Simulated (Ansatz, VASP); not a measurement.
## SrO: VASP beside Ansatz

The input INCAR:

```
SYSTEM = SrO
  ALGO = Normal
  EDIFF = 1E-6
  ENCUT = 520
  GGA = PE
  ISIF = 2
  ISMEAR = -1
  LASPH = .TRUE.
  LCHARG = .FALSE.
  LREAL = .FALSE.
  LWAVE = .FALSE.
  NBANDS = 15
  NELM = 100
  PREC = Accurate
  SIGMA = 0.02
```

KPOINTS

```
k-points
0
G
  8 8 8
  0 0 0
```

POSCAR

```
SrO
1.0
    0.0000000000      2.5262356518      2.5262356518
    2.5262356518      0.0000000000      2.5262356518
    2.5262356518      2.5262356518      0.0000000000
Sr O
1 1
Direct
    0.0000000000      0.0000000000      0.0000000000
    0.5000000000      0.5000000000      0.5000000000
```

Input for Ansatz:

```yaml
crystal:
  lattice:
    - [0.0, 2.5262356518, 2.5262356518]
    - [2.5262356518, 0.0, 2.5262356518]
    - [2.5262356518, 2.5262356518, 0.0]
  atoms:
    - { symbol: Sr, position: [0.0, 0.0, 0.0] }
    - { symbol: O, position: [0.5, 0.5, 0.5] }
kpoints:
  mp_grid: { grid: [8, 8, 8] }
scf:
  occupations: { method: fermi_dirac, width: 0.02 }
hamiltonian:
  xc: pbe
  pseudopotentials: { kind: all_electron, lapw: { basis_error: 0.00025 } }
output:
  forces: true
  stress: true
  eigenvalues: true
```

Change from the starting cell: volume scaled by 0.95.

Alike in both runs: task single point; functional PBE; k mesh 8 × 8 × 8; occupations fermi-dirac, width 0.02 eV; no spin polarisation.

|  | VASP | Ansatz |
| --- | --- | --- |
| version | VASP 6.6.1 | Ansatz 0.2.0 |
| potentials or method | VASP PAW PBE potentials, release 64 (Sr_sv, O) | all-electron LAPW, scalar-relativistic |
| plane-wave cutoff (eV) | 520 | see its input |

Ansatz gave:

* gap on the k mesh at the Fermi level (eV): 3.28
* pressure (GPa): 8.5

Question: What did VASP give for the same quantities?

Answer: gap on the k mesh at the Fermi level (eV): 3.23; pressure (GPa): 9.3.

Ansatz ran all-electron here, so the differences hold the error of VASP's frozen core and of both bases.

A k mesh can miss the band edges.
